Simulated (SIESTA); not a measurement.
**Ir under changes of volume**

One of the cells (14.059 Å³/atom); the others are scaled copies at fixed shape and fractional positions:

```
Ir
1.0
     0.00000    1.91560    1.91560
     1.91560    0.00000    1.91560
     1.91560    1.91560    0.00000
Ir
1
Cartesian
  0.0000 0.0000 0.0000
```

* Program: SIESTA 5.4.2
* Functional: BLYP
* Potentials or basis: PseudoDojo 0.4 standard (PBE files)
* Basis: DZP (energy shift 0.003 Ry; two zetas on semicore shells)
* Grid cutoff: 800 Ry
* Energy shift: 0.003 Ry
* k mesh: 12 × 12 × 12
* Occupations: fermi-dirac, width 0.05 eV
* Spin: no spin polarisation

| volume (Å³/atom) | energy over the lowest point (meV/atom) | pressure (GPa) |
| --- | --- | --- |
| 13.215 | 352.14 | 64.4 |
| 13.496 | 249.65 | 52.5 |
| 13.778 | ? | ? |
| 14.059 | 103.87 | 31.8 |
| 14.340 | 55.55 | 23.7 |
| 14.621 | 21.26 | 15.6 |
| 14.902 | 0.00 | 9.0 |

Question: What does the run at 13.778 Å³/atom give?

Answer: Energy over the lowest point 167.81 meV/atom; pressure 41.3 GPa.

Worked out: A Birch-Murnaghan fit of order 3 (a polynomial in V^(-2/3)) to the other rows has no minimum within the range. It gives 167.62 meV/atom at 13.778 Å³/atom, against the run's 167.81, and -dE/dV = 41.4 GPa, against 41.3.

Energies are extrapolated to zero smearing.

Caveats: short orbitals over semicore shells can move pressures by several GPa; the potentials were made for another functional, which shifts forces and pressure; the basis of atomic orbitals isn't converged, which shifts pressures, moduli and gaps; the cell as given lies far from equilibrium (some runs).
